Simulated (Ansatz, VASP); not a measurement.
**One calculation of KMgF3, two programs**

INCAR

```
SYSTEM = KMgF3
PREC     = Accurate       ! precision mode
ENCUT    = 520            ! plane-wave cutoff, eV
EDIFF    = 1E-6           ! SCF threshold, eV
ISMEAR   = -1             ! smearing method
SIGMA    = 0.02           ! smearing width, eV
LREAL    = .False.        ! projectors in reciprocal space
LASPH    = .True.         ! aspherical terms in the spheres
NELM     = 100            ! most SCF steps
ALGO     = Normal         ! electronic algorithm
ISIF     = 2              ! what is computed and relaxed
LWAVE    = .False.        ! write WAVECAR
LCHARG   = .False.        ! write CHGCAR
GGA      = PE             ! functional
NBANDS   = 24             ! bands
```

File KPOINTS:

```
regular mesh
0
Gamma
  6 6 6
  0 0 0
```

File POSCAR:

```
KMgF3
1.0
    3.9802385405      0.0199011927      0.0000000000
    0.0199011927      3.9802385405      0.0000000000
    0.0000000000      0.0000000000      3.9802385405
K Mg F
1 1 3
Direct
    0.0000000000      0.0000000000      0.0000000000
    0.5000000000      0.5000000000      0.5000000000
    0.5000000000      0.5000000000      0.0000000000
    0.5000000000      0.0000000000      0.5000000000
    0.0000000000      0.5000000000      0.5000000000
```

Input for Ansatz:

```yaml
crystal:
  lattice:
    - [3.9802385405, 0.0199011927, 0.0]
    - [0.0199011927, 3.9802385405, 0.0]
    - [0.0, 0.0, 3.9802385405]
  atoms:
    - { symbol: K, position: [0.0, 0.0, 0.0] }
    - { symbol: Mg, position: [0.5, 0.5, 0.5] }
    - { symbol: F, position: [0.5, 0.5, 0.0] }
    - { symbol: F, position: [0.5, 0.0, 0.5] }
    - { symbol: F, position: [0.0, 0.5, 0.5] }
kpoints:
  mp_grid: { grid: [6, 6, 6] }
  band_path:
    path: [[0.0, 0.0, 0.0], [0.0, 0.5, 0.0], [0.5, 0.5, 0.0], [0.5, 0.5, 0.5]]
    npoints: 1
hamiltonian:
  xc: pbe
scf:
  occupations: { method: fermi_dirac, width: 0.02 }
  n_extra_bands: 5
output:
  forces: true
  stress: true
  eigenvalues: true
```

Change from the starting cell: shear_xy strain +1.0%.

Alike in both runs: task single point; functional PBE; k mesh 6 × 6 × 6; occupations fermi-dirac, width 0.02 eV; no spin polarisation.

|  | VASP | Ansatz |
| --- | --- | --- |
| version | VASP 6.6.1 | Ansatz 0.2.0 |
| potentials or method | VASP PAW PBE potentials, release 64 (K_sv, Mg, F) | plane waves, PAW |
| plane-wave cutoff (eV) | 520 | 420 |
| valence electrons in the cell | 32 | 40 |

```tsv
	VASP	Ansatz	Ansatz less VASP
gap on the k mesh at the Fermi level (eV)	7.33	7.36	+0.030
pressure (GPa)	3.7	4.1	+0.42
largest component of the traceless stress (GPa)	0.49	0.48	-0.008
```

The two sets of potentials don't hold the same shells in valence.

A k mesh can miss the band edges.
